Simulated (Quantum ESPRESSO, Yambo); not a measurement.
# BP (F-43m): changed settings of a GW run in Yambo

A base run on BP (F-43m), then changed inputs.

Method: LDA and many-body steps on it, plane waves, in Yambo 5.3.0.

### 1. The structure

The structure is cubic, space group F-43m (No. 216). Conventional cell: a = 4.538 Å, b = 4.538 Å, c = 4.538 Å, α = 90.00°, β = 90.00°, γ = 90.00°. Nearest to B lie 4 P at 1.97 Å. Nearest to P lie 4 B at 1.97 Å. Farther neighbours are not listed.

As a file:

```cif
data_structure
_symmetry_space_group_name_H-M 'P 1'
_symmetry_Int_Tables_number 1
_cell_length_a 3.2089
_cell_length_b 3.2089
_cell_length_c 3.2089
_cell_angle_alpha 60.000
_cell_angle_beta 60.000
_cell_angle_gamma 60.000
_cell_volume 23.36
loop_
_atom_site_label
_atom_site_type_symbol
_atom_site_fract_x
_atom_site_fract_y
_atom_site_fract_z
_atom_site_occupancy
B1 B 0.00000 0.00000 0.00000 1
P2 P 0.25000 0.25000 0.25000 1
```

The cell and positions come from the Crystallography Open Database and are kept as given unless a step says otherwise.

### 2. Base

This step: Yambo 5.3.0; G0W0 on LDA, plane waves, norm-conserving pseudopotentials.

Now the one-shot GW correction: screening in the RPA, then the self-energy of the levels asked for.

The input, gw1.in:

```
HF_and_locXC
gw0
dyson
ppa
em1d
rim_cut
RandQpts= 1000000
RandGvec= 1 RL
EXXRLvcs= 68 Ry
VXCRLvcs= 272 Ry
Chimod= "HARTREE"
% BndsRnXp
 1 | 35 |
%
NGsBlkXp= 8 Ry
% LongDrXp
 1 | 1 | 1 |
%
% GbndRnge
 1 | 35 |
%
DysSolver= "n"
ExtendOut
PPAPntXp= 27.21138 eV
% QPkrange
 1 | 1 | 3 | 6 |
 7 | 7 | 3 | 6 |
%
```

Launch:

```console
$ OMP_NUM_THREADS=1 mpirun -n 4 yambo -F gw1.in -J gw1 -C gw1 > gw1.log
```

The log of the run:

```text
 Yambo, version 5.3.0

 [02] CORE Variables Setup
 =========================

  [... cell, symmetries and grids as in the set-up ...]

  [02.05] Energies & Occupations
  ==============================

  [X] === General ===
  [X] Electronic Temperature                        :  0.000000  0.000000 [eV K]
  [X] Bosonic    Temperature                        :  0.000000  0.000000 [eV K]
  [X] Finite Temperature mode                       : no
  [X] El. density                                   :  0.34242E+24 [cm-3]
  [X] Fermi Level                                   :  9.023726 [eV]

  [X] === Gaps and Widths ===
  [X] Conduction Band Min                           :  1.317558 [eV]
  [X] Valence Band Max                              :  0.000000 [eV]
  [X] Filled Bands                                  :   4
  [X] Empty Bands                                   :    5   35
  [X] Direct Gap                                    :  3.386302 [eV]
  [X] Direct Gap localized at k                     :  1
  [X] Indirect Gap                                  :  1.317558 [eV]
  [X] Indirect Gap between kpts                     :   1   7
  [X] Last valence band width                       :  5.487000 [eV]
  [X] 1st conduction band width                     :  3.929597 [eV]

 [03] Transferred momenta grid and indexing
 ==========================================

 IBZ Q-points                                      :   8
 BZ  Q-points                                      :   64

 K/Q-points units:
 rlu = crystal or reduced units; cc = cartesian coordinates; iku = interal k-units

 Q [1]          [rlu]:  0.000000  0.000000  0.000000
 Q [2]          [rlu]: -0.10617E-17 -0.10617E-17  0.25000
 Q [3]          [rlu]:  0.21235E-17  0.21235E-17 -0.50000
 Q [4]          [rlu]: -0.90507E-17  0.25000      0.25000
 Q [5]          [rlu]:  0.10377E-16  0.25000      0.50000
 Q [6]          [rlu]:  0.21235E-17  0.25000     -0.25000
 Q [7]          [rlu]:  0.18101E-16 -0.50000     -0.50000
 Q [8]          [rlu]:  0.250000 -0.500000 -0.250000

 [04] Coloumb potential Random Integration (RIM)
 ===============================================

  [04.01] RIM initialization
  ==========================

  * Diagonal components only detected *

  8 x (sBL volume)        :  0.196662 [a.u.]
  sBZ random points       :  1000000
  Points outside the sBZ  :   7987327
  RL volume               :  1.573293 [a.u.]
  Integrated volume       :  1.575789 [a.u.]

  [04.02] RIM integrals
  =====================

  Gamma point sphere radius             :  0.105485 [a.u.]
  Points outside the sphere             :   799513
  [Int_sBZ(q=0) 1/q^2]*(Vol_sBZ)^(-1/3) =:  7.764325
                                 should be <:  7.795600

  Summary of Coulomb integrals for non-metallic bands |Q|[au] RIM/Bare

  Q [1] 0.100000E-4 0.995988 * Q [2] 0.317261 1.066317
  Q [4] 0.366342 1.065091 * Q [6] 0.518086 1.027759
  Q [5] 0.607509 1.020584 * Q [3] 0.634523 1.018268
  Q [7] 0.732684 1.014689 * Q [8] 0.819165 1.011648

 [05] Dipoles
 ============

  [05.01] Setup: observables and procedures
  =========================================

 [06] Dynamic Dielectric Matrix (PPA)
 ====================================

 [WR./gw1//ndb.pp]---------------------------------------------------------------
  Brillouin Zone Q/K grids (IBZ/BZ)                :    8   64    8   64
  RL vectors                                       :  1917 [WF]
  Coulomb cutoff potential                         : none
  Electronic Temperature                           :  0.000000 [K]
  Bosonic    Temperature                           :  0.000000 [K]
  PPA    diel. fun.  energies                      : Slater exchange(X)+Perdew & Wang(C)
  wavefunctions                                    : Slater exchange(X)+Perdew & Wang(C)
  Global Gauge                                     : length
  X matrix size                                    :   65
  X band range                                     :    1   35
  X e/h energy range                               : -1.000000 -1.000000 [eV]
  X Time ordering                                  : R
  X Hxc Kernel                                     : HARTREE
  X Drude frequency                                :  0.000000  0.000000
  X poles                                          :  100.0000 [o/o]
  RL vectors in the sum                            :  1917
  [r,Vnl] included                                 : yes
  Field direction                                  :  0.577350E-5  0.577350E-5  0.577350E-5
  BZ energy Double Grid                            : no
  BZ energy DbGd points                            : 0
  BZ Q point size factor                           : -1.000000
  X Optical Averaged directions                    : none

 [07] Local Exchange-Correlation + Non-Local Fock
 ================================================

 [VXC] Plane waves :  11935
 [EXS] Plane waves :  1471

 QP @ state[ 1 ] K range:  1  1
 QP @ state[ 1 ] b range:   3   6
 QP @ state[ 2 ] K range:   7   7
 QP @ state[ 2 ] b range:   3   6

 [xc] Functional : Slater exchange(X)+Perdew & Wang(C)
 [xc] LIBXC used to calculate xc functional
  PP Number of Atomic Species                      :  2
  NLCC RL compoments                               :  11935
  PP Number of Atomic Species                      :  2
  NLCC RL compoments                               :  11935

 [xc] E_xc :  -2.808331 [Ha]
      E_xc :  -5.616662 [Ry]

  Local XC kind (lXC) : Slater exchange(X)+Perdew & Wang(C)
  Non-Local XC kind (nlXC) : Hartree-Fock

  Corrections @ K [1] :  [eV]
 <3|nlXC|3> = -15.08405 -0.14088E-16 <3|lXC|3> = -13.22310 -0.47213E-16
 <4|nlXC|4> = -15.08391  0.11664E-16 <4|lXC|4> = -13.22310  0.23589E-16
 <5|nlXC|5> = -7.149335  0.30646E-17 <5|lXC|5> = -12.01748 -0.58719E-19
 <6|nlXC|6> = -7.149528  0.11970E-16 <6|lXC|6> = -12.01748  0.94408E-16

  Corrections @ K [7] :  [eV]
 <3|nlXC|3> = -15.94277  0.46623E-17 <3|lXC|3> = -12.46440 -0.13541E-20
 <4|nlXC|4> = -15.94282  0.89520E-17 <4|lXC|4> = -12.46440  0.11290E-19
 <5|nlXC|5> = -6.417840  0.19940E-18 <5|lXC|5> = -10.94499  0.23605E-16
 <6|nlXC|6> = -6.174474  0.32150E-17 <6|lXC|6> = -10.81261  0.18882E-15

 [08] Dyson equation: Newton solver
 ==================================

  [08.01] G0W0 (W PPA)
  ====================

  [  GW  ] Bands range     :    1   35
  [GW/PPA] G damping       :  0.100000 [eV]

  QP @ state[ 1 ] K range:  1  1
  QP @ state[ 1 ] b range:   3   6
  QP @ state[ 2 ] K range:   7   7
  QP @ state[ 2 ] b range:   3   6

   Sc/G bands                                       :    1   35
   Sc/G damping                                     :  0.100000 ev
   Sc bands terminator                              : no
   Sx RL components                                 :  1471

   QP @ state[ 1 ] K range                          :  1  1
   QP @ state[ 1 ] b range                          :   3   6
   QP @ state[ 2 ] K range                          :   7   7
   QP @ state[ 2 ] b range                          :   3   6
   GF energies kind                                 : Slater exchange(X)+Perdew & Wang(C)
   GF WF`s kind                                     : Slater exchange(X)+Perdew & Wang(C)
   Xs energies kind                                 : Slater exchange(X)+Perdew & Wang(C)
   Xs WF`s kind                                     : Slater exchange(X)+Perdew & Wang(C)

 [11] Game Over & Game summary
```

Elapsed: 5.2 s, on 4 MPI ranks of Arm Neoverse V2, shared host; peak memory 1.1 GiB; 16 s of CPU time.

This step gave:

```
G0W0 gap on the points computed              : 2.062 eV
starting gap on the mesh                     : 1.318 eV
k of the valence top                         : 0, 0, 0
k of the conduction bottom                   : 0, -0.5, -0.5
least direct G0W0 gap on the computed points : 4.233 eV
Z at the valence top                         : 0.7993
Z at the conduction bottom                   : 0.8112
```

The gap on the mesh goes from 1.32 eV to 2.06 eV, a correction of +0.74 eV.

### 3. Scissors in G

gw2.in, as its differences from gw1.in of step 2:

```diff
@@ -28 +28,4 @@
 %
+% GfnQP_E
+ 0.5 | 1.0 | 1.0 |
+%
```

Launch:

```console
$ OMP_NUM_THREADS=1 mpirun -n 4 yambo -F gw2.in -J gw2,gw1_W -C gw2 > gw2.log
```

The log of the run:

```text
 Yambo, version 5.3.0

 [02] CORE Variables Setup
 =========================

  [... cell, symmetries and grids as in the set-up ...]

  [02.05] Energies & Occupations
  ==============================

  [X] === General ===
  [X] Electronic Temperature                        :  0.000000  0.000000 [eV K]
  [X] Bosonic    Temperature                        :  0.000000  0.000000 [eV K]
  [X] Finite Temperature mode                       : no
  [X] El. density                                   :  0.34242E+24 [cm-3]
  [X] Fermi Level                                   :  9.023726 [eV]

  [X] === Gaps and Widths ===
  [X] Conduction Band Min                           :  1.317558 [eV]
  [X] Valence Band Max                              :  0.000000 [eV]
  [X] Filled Bands                                  :   4
  [X] Empty Bands                                   :    5   35
  [X] Direct Gap                                    :  3.386302 [eV]
  [X] Direct Gap localized at k                     :  1
  [X] Indirect Gap                                  :  1.317558 [eV]
  [X] Indirect Gap between kpts                     :   1   7
  [X] Last valence band width                       :  5.487000 [eV]
  [X] 1st conduction band width                     :  3.929597 [eV]

 [03] Transferred momenta grid and indexing
 ==========================================

 IBZ Q-points                                      :   8
 BZ  Q-points                                      :   64

 K/Q-points units:
 rlu = crystal or reduced units; cc = cartesian coordinates; iku = interal k-units

 Q [1]          [rlu]:  0.000000  0.000000  0.000000
 Q [2]          [rlu]: -0.10617E-17 -0.10617E-17  0.25000
 Q [3]          [rlu]:  0.21235E-17  0.21235E-17 -0.50000
[...]
[G+QP] Direct Gap localized at k                  :  1
  [G+QP] Indirect Gap                               :  1.817558 [eV]
  [G+QP] Indirect Gap between kpts                  :   1   7
  [G+QP] Last valence band width                    :  5.487000 [eV]
  [G+QP] 1st conduction band width                  :  3.929597 [eV]

  [coarse-grid] Minimum Bare Gap        [ev]:  1.317558
  [coarse-grid] Minimum Gap Correction  [ev]:  0.500000

  Eqp @ K [1]
   -15.3984    -0.858897E-8 -0.745731E-8   0.00000      3.88630      3.88630      3.88630      7.83988
  Eqp @ K [2]
  -14.29390  -4.82027  -1.11058  -1.11058   4.47249   5.23496   5.23496   9.98587
  Eqp @ K [3]
  -12.06962  -9.00763  -1.74779  -1.74779   4.26739   5.18436   5.18436  10.43871
  Eqp @ K [4]
  -13.91908  -3.64320  -2.72409  -2.72409   2.27299   5.38409   8.15431   8.15431
  Eqp @ K [5]
  -11.68107  -7.64612  -4.76112  -3.17806   2.98085   6.83890   8.58271   8.77712
  [... 2 further k-points ...]
  Eqp @ K [8]
  -10.29208  -7.93707  -5.68459  -5.48700   5.74715   7.16702   7.65929   7.94739

 [06] Dipoles
 ============

  [06.01] Setup: observables and procedures
  =========================================

 [07] Dynamic Dielectric Matrix (PPA)
 ====================================

   Sc/G bands                                       :    1   35
   Sc/G damping                                     :  0.100000 ev
   Sc bands terminator                              : no
   Sx RL components                                 :  1471

   QP @ state[ 1 ] K range                          :  1  1
   QP @ state[ 1 ] b range                          :   3   6
   QP @ state[ 2 ] K range                          :   7   7
   QP @ state[ 2 ] b range                          :   3   6
   GF energies kind                                 : Slater exchange(X)+Perdew & Wang(C)+ user defined corrections @E
   GF WF`s kind                                     : Slater exchange(X)+Perdew & Wang(C)
   Xs energies kind                                 : Slater exchange(X)+Perdew & Wang(C)
   Xs WF`s kind                                     : Slater exchange(X)+Perdew & Wang(C)

 [12] Game Over & Game summary
```

Elapsed: 2.3 s, on 4 MPI ranks; peak memory 1 GiB.

Numbers from this step:

| Property | Result |
| --- | --- |
| G0W0 gap on the points computed | 2.110 eV |
| starting gap on the mesh | 1.318 eV |
| k of the valence top | 0, 0, 0 |
| k of the conduction bottom | 0, -0.5, -0.5 |
| least direct G0W0 gap on the computed points | 4.287 eV |
| Z at the valence top | 0.8007 |
| Z at the conduction bottom | 0.8159 |

The program's own table gives 2.202 eV, which is too large where the input levels are shifted: this version takes Σc at the unshifted level E₀, yet steps from the shifted one. The value above is the Newton step from E₀, E₀ + Z(Σc + Σx − Vxc), rebuilt from the printed columns.

### 4. Core charge in Vxc

gw3.in, as its differences from gw2.in of step 3:

```diff
@@ -28,4 +28,2 @@
 %
-% GfnQP_E
- 0.5 | 1.0 | 1.0 |
-%
+UseNLCC
```

Launch:

```console
$ OMP_NUM_THREADS=1 mpirun -n 4 yambo -F gw3.in -J gw3,gw1_W -C gw3 > gw3.log
```

The log of the run:

```text
 Yambo, version 5.3.0

 [02] CORE Variables Setup
 =========================

  [... cell, symmetries and grids as in the set-up ...]

  [02.05] Energies & Occupations
  ==============================

  [X] === General ===
  [X] Electronic Temperature                        :  0.000000  0.000000 [eV K]
  [X] Bosonic    Temperature                        :  0.000000  0.000000 [eV K]
  [X] Finite Temperature mode                       : no
  [X] El. density                                   :  0.34242E+24 [cm-3]
[...]
Sx RL components                                 :  1471

   QP @ state[ 1 ] K range                          :  1  1
   QP @ state[ 1 ] b range                          :   3   6
   QP @ state[ 2 ] K range                          :   7   7
   QP @ state[ 2 ] b range                          :   3   6
   GF energies kind                                 : Slater exchange(X)+Perdew & Wang(C)
   GF WF`s kind                                     : Slater exchange(X)+Perdew & Wang(C)
   Xs energies kind                                 : Slater exchange(X)+Perdew & Wang(C)
   Xs WF`s kind                                     : Slater exchange(X)+Perdew & Wang(C)

 [11] Game Over & Game summary
```

Wall time 2.3 s (4 MPI ranks); peak memory 1 GiB.

Numbers from this step:

| Property | Result |
| --- | --- |
| G0W0 gap on the points computed | 1.903 eV |
| starting gap on the mesh | 1.318 eV |
| k of the valence top | 0, 0, 0 |
| k of the conduction bottom | 0, -0.5, -0.5 |
| least direct G0W0 gap on the computed points | 4.195 eV |

Against G0W0 in Yambo (4×4×4 mesh, 35 bands, screening to 108.8 eV, Godby-Needs plasmon pole), the gap moves by −0.159 eV.

### 5. Pole fitted at another frequency

The input, gw4.in:

```
HF_and_locXC
gw0
dyson
ppa
em1d
rim_cut
RandQpts= 1000000
RandGvec= 1 RL
EXXRLvcs= 68 Ry
VXCRLvcs= 272 Ry
Chimod= "HARTREE"
% BndsRnXp
 1 | 35 |
%
NGsBlkXp= 8 Ry
% LongDrXp
 1 | 1 | 1 |
%
% GbndRnge
 1 | 35 |
%
DysSolver= "n"
ExtendOut
PPAPntXp= 10 eV
% QPkrange
 1 | 1 | 3 | 6 |
 7 | 7 | 3 | 6 |
%
```

Launch:

```console
$ OMP_NUM_THREADS=1 mpirun -n 4 yambo -F gw4.in -J gw4 -C gw4 > gw4.log
```

The log of the run:

```text
 Yambo, version 5.3.0

 [02] CORE Variables Setup
 =========================

  [... cell, symmetries and grids as in the set-up ...]

  [02.05] Energies & Occupations
  ==============================

  [X] === General ===
  [X] Electronic Temperature                        :  0.000000  0.000000 [eV K]
  [X] Bosonic    Temperature                        :  0.000000  0.000000 [eV K]
  [X] Finite Temperature mode                       : no
  [X] El. density                                   :  0.34242E+24 [cm-3]
[...]
Sx RL components                                 :  1471

   QP @ state[ 1 ] K range                          :  1  1
   QP @ state[ 1 ] b range                          :   3   6
   QP @ state[ 2 ] K range                          :   7   7
   QP @ state[ 2 ] b range                          :   3   6
   GF energies kind                                 : Slater exchange(X)+Perdew & Wang(C)
   GF WF`s kind                                     : Slater exchange(X)+Perdew & Wang(C)
   Xs energies kind                                 : Slater exchange(X)+Perdew & Wang(C)
   Xs WF`s kind                                     : Slater exchange(X)+Perdew & Wang(C)

 [11] Game Over & Game summary
```

Elapsed: 5.1 s, on 4 MPI ranks; peak memory 1.1 GiB.

Numbers from this step:

- G0W0 gap on the points computed: 2.050 eV
- starting gap on the mesh: 1.318 eV
- k of the valence top: 0, 0, 0
- k of the conduction bottom: 0, -0.5, -0.5
- least direct G0W0 gap on the computed points: 4.208 eV

Against G0W0 in Yambo (4×4×4 mesh, 35 bands, screening to 108.8 eV, Godby-Needs plasmon pole), the gap moves by −0.012 eV.

[end of part 1 of 2]

[Paths, hosts, dates, memory and timing lines, banners, echoed tables and standing remarks are left out of the program output.]

[Logs are printed without paths, hosts, clocks, repeated set-up lines and the standing remarks that a program may print on its own settings, such as how far it seeks lower states.]

[Runs of the session that timed out or met a known fault of the program may be left out.]

[Hosts, paths, dates, database ids (printed as entryN), source tags and the programs' standing remarks are cut or masked in the printed files.]
